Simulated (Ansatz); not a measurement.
**LiH in Ansatz: convergence with n extra bands**

Input of the first run (n extra bands 1); the others differ in this setting and in those tied to it:

Contents of input.yaml:

```yaml
crystal:
  lattice:
    - [0.0, 2.03675, 2.03675]
    - [2.03675, 0.0, 2.03675]
    - [2.03675, 2.03675, 0.0]
  atoms:
    - { symbol: Li, position: [0.0, 0.0, 0.0] }
    - { symbol: H, position: [0.5, 0.5, 0.5] }
hamiltonian:
  xc: r2scan
  pseudopotentials: { kind: paw }
kpoints:
  mp_grid: { grid: [9, 9, 9] }
scf:
  occupations: { method: cold, width: 0.05 }
  n_extra_bands: 1
output:
  forces: true
  stress: true
  eigenvalues: true
```

Potentials or basis: Ansatz PAW.

The run is started by

```bash
$ ansatz run input.yaml --threads 2 --pin off --max-ram 5632MiB --backend cpu --events-out ev --progress --plain --runs-dir out
```

Hardware: 2 threads of Arm Neoverse V2, on a shared host.

| n extra bands | energy less the tightest run, at zero smearing (meV/atom) | SCF cycles | CPU time (s) | peak memory (GiB) |
| --- | --- | --- | --- | --- |
| 1 | 0.00 | 5 | 0.77 | 0.24 |
| 2 | 0.00 | 5 | 0.82 | 0.24 |
| 4 | 0.00 | 6 | 0.94 | 0.24 |
| 8 | 0.00 | 6 | 1 | 0.25 |
| 16 | 0.00 | 6 | 1.4 | 0.25 |
| 32 | 0.00 | 6 | 1.9 | 0.26 |

Against the tightest run, the energy stays within 1 meV/atom from 1 on. The tightest run that finished is the yardstick and may itself not be fully converged.

Caveat, for the tightest run too: odd divisions of the mesh miss points on the zone boundary, where band edges often lie, so the gap on the mesh can be too wide.
